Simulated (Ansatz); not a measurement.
Crystal: La2O3.

```
La O
1.0
     6.37027    0.00000    0.00000
    -3.18514    5.51682    0.00000
     0.00000    0.00000    3.28989
La O
2 3
Direct
  0.66667 0.33333 0.49810
  0.33333 0.66667 0.50190
  0.50461 0.00000 0.00000
  0.00000 0.50461 0.00000
  0.49539 0.49539 0.00000
```

The cell comes from a database or a generator and needn't be the stable form of this composition.

Base run:

```yaml
Program: Ansatz 0.2.0
Functional: LDA
Potentials_or_basis: all-electron LAPW, scalar-relativistic
Cutoff: 233 eV
Density_cutoff: 932 eV
Basis_error_allowed: 0.002 eV/atom
k_mesh: 5 × 5 × 8
Occupations: fermi-dirac, width 0.05 eV
Spin: no spin polarisation
```

Its results: band gap on the k mesh 1.49 eV, indirect (least direct gap 1.94 eV); pressure -5.2 GPa; largest force 0.051 eV/Å.

Task: The run is repeated on the same cell with these changes: functional from LDA to PBEsol. What comes out?

Result: Band gap on the k mesh 1.56 eV, indirect (least direct gap 2.01 eV); pressure -3.1 GPa; largest force 0.044 eV/Å.

PBEsol binds less tightly than LDA, so the same cell stands under more pressure.

Caveats: spin-orbit coupling is left out, which moves the levels of the heavy elements.

Not every run made on this cell is shown here.
